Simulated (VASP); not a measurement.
Input of a VASP 6.6.1 run:

The input POSCAR:

```
BAs
1.0
    0.0000000000      2.3076372566      2.3076372566
    2.3076372566      0.0000000000      2.3076372566
    2.3076372566      2.3076372566      0.0000000000
  B               As
     1     1
Direct
     0.0000000000000000    0.0000000000000000    0.0000000000000000
     0.2500000000000000    0.2500000000000000    0.2500000000000000
```

File INCAR.step1:

```
SYSTEM = BAs
PREC = Accurate
ENCUT = 600
EDIFF = 1E-8
ISMEAR = 0
SIGMA = 0.03
LREAL = .FALSE.
LASPH = .TRUE.
NELM = 80
ALGO = Normal
ISIF = 3
LWAVE = .FALSE.
LCHARG = .FALSE.
METAGGA = R2SCAN
LMIXTAU = .TRUE.
PSTRESS = 194.0
IBRION = 2
NSW = 40
EDIFFG = -0.002
```

INCAR.step2

```
SYSTEM = BAs
PREC = Accurate
ENCUT = 600
EDIFF = 1E-8
ISMEAR = 0
SIGMA = 0.03
LREAL = .FALSE.
LASPH = .TRUE.
NELM = 80
ALGO = Normal
ISIF = 2
LWAVE = .FALSE.
LCHARG = .FALSE.
METAGGA = R2SCAN
LMIXTAU = .TRUE.
PSTRESS = 194.0
IBRION = 6
NFREE = 2
POTIM = 0.015
NSW = 1
```

KPOINTS

```
regular mesh
0
G
  10 10 10
  0 0 0
```

Potentials or basis: VASP PAW PBE potentials, release 64 (B, As).

Launch:

```sh
$ cat potpaw_PBE.64/B/POTCAR potpaw_PBE.64/As/POTCAR > POTCAR
$ cp INCAR.step1 INCAR
$ mpirun -np 1 vasp_std > vasp.out
$ cp CONTCAR POSCAR
$ cp INCAR.step2 INCAR
$ mpirun -np 1 vasp_std > vasp.out
```

(1) Estimate the highest phonon frequency at Γ, LO-TO splitting left out.

Results:

(1) 781 cm⁻¹.
